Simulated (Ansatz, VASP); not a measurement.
B in VASP and in Ansatz

```
B
1.0
     1.65136    0.00000    0.00000
    -0.82568    1.43012    0.00000
     0.00000    0.00000    3.63542
B
1
Direct
  0.00000 0.00000 0.00000
```

Change from the starting cell: strain -0.030 along x and y, +0.000 along z, atoms carried along.

Alike in both runs: task single point; functional PBEsol; k mesh 33 × 33 × 14; occupations gaussian, width 0.15 eV; no spin polarisation.

```csv
,VASP,Ansatz
version,VASP 6.6.1,Ansatz 0.2.0
potentials or method,"VASP PAW PBE potentials, release 64 (B)","scalar-relativistic, plane waves, PAW"
plane-wave cutoff (eV),520,420
valence electrons in the cell,3,3
```

|  | VASP | Ansatz | Ansatz less VASP |
| --- | --- | --- | --- |
| gap on the k mesh at the Fermi level (eV) | none | none | - |
| pressure (GPa) | 21.3 | 21.1 | -0.27 |
| largest component of the traceless stress (GPa) | 22.22 | 21.84 | -0.378 |

A gap of «none» marks a metal or a gap that the smearing closes. With one functional, cell and mesh, what is left measures potentials, basis and numerics.

Caveats: so large a pressure means that the cell lies far from this level's equilibrium, or that cutoff or potentials fall short (VASP); the potentials were made for another functional, which shifts forces and pressure (VASP).
